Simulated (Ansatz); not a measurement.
A calculation with Ansatz 0.2.0 of Ir (native input, structure typed inline):

input.yaml

```yaml
crystal:
  lattice:
    - [0.0, 1.9156, 1.9156]
    - [1.9156, 0.0, 1.9156]
    - [1.9156, 1.9156, 0.0]
  atoms:
    - { symbol: Ir, position: [0.0, 0.0, 0.0] }
hamiltonian:
  xc: lda
  pseudopotentials: { kind: paw, partial_waves: polarizable }
kpoints:
  mp_grid: { grid: [12, 12, 12] }
scf:
  occupations: { method: tetrahedron }
output:
  forces: true
  stress: true
```

Potentials or basis: Ansatz PAW polarizable.

Run with:

```sh
$ ansatz run input.yaml --threads 1 --pin off --max-ram 2560MiB --backend cpu --events-out ev --progress --plain --runs-dir out
```

Problem. Write the same calculation in another form: native input, Cartesian positions.

Solution. As run:

The input input.yaml:

```yaml
crystal:
  lattice:
    - [0.0, 1.9156, 1.9156]
    - [1.9156, 0.0, 1.9156]
    - [1.9156, 1.9156, 0.0]
  atoms:
    - { symbol: Ir, position_ang: [0.0, 0.0, 0.0] }
hamiltonian:
  xc: lda
  pseudopotentials: { kind: paw, partial_waves: polarizable }
kpoints:
  mp_grid: { grid: [12, 12, 12] }
scf:
  occupations: { method: tetrahedron }
output:
  forces: true
  stress: true
```

Potentials or basis: Ansatz PAW polarizable.

Command:

```sh
$ ansatz run input.yaml --threads 1 --pin off --max-ram 2560MiB --backend cpu --events-out ev --progress --plain --runs-dir out
```

Both were run:

|  | native input, structure typed inline | native input, Cartesian positions |
| --- | --- | --- |
| Pressure | -6.3 GPa | -6.3 GPa |
| Band gap on the k mesh | none (metal or under the smearing width) | none (metal or under the smearing width) |

Keys that steer only the numerical path or the files written may differ.

Caveat: the PAW data sets come from PBE, with cores solved anew for the run's functional, which leaves a small shift of forces and pressure; with tetrahedron occupations forces and stress needn't match the slope of the energy.
